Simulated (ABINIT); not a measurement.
Runs of ABINIT 10.8.3 (patched build) on MgS (Niningerite). The structure is cubic, space group Fm-3m (No. 225). Conventional cell: a = 5.203 Å, b = 5.203 Å, c = 5.203 Å, α = 90.00°, β = 90.00°, γ = 90.00°. S (site symmetry m-3m) has 6 Mg at 2.60 Å as nearest neighbours. Mg (site symmetry m-3m) is surrounded by 6 S at 2.60 Å. 

```csv
level,V0 of scaled cells (Å³/atom),B0 (GPa)
RPBE,(a),70
revPBE,18.29,70
BLYP,18.55,(c)
r2SCAN,17.65,80
PBE,17.90,(b)
```

Alike in all rows: task equation of state; potentials or basis JTH PAW PBE v2.0; no spin polarisation; cell as given; k mesh 9 × 9 × 9; cutoff (eV) 653; smearing fermi-dirac 0.05 eV.

Q: Fill in the values left out.

A: (a) 18.39; (b) 74; (c) 69.

Caveats: pressures at fixed basis lie under the slope of the energies; the PAW data sets were made with another functional, which shifts forces and pressure a little (some runs).
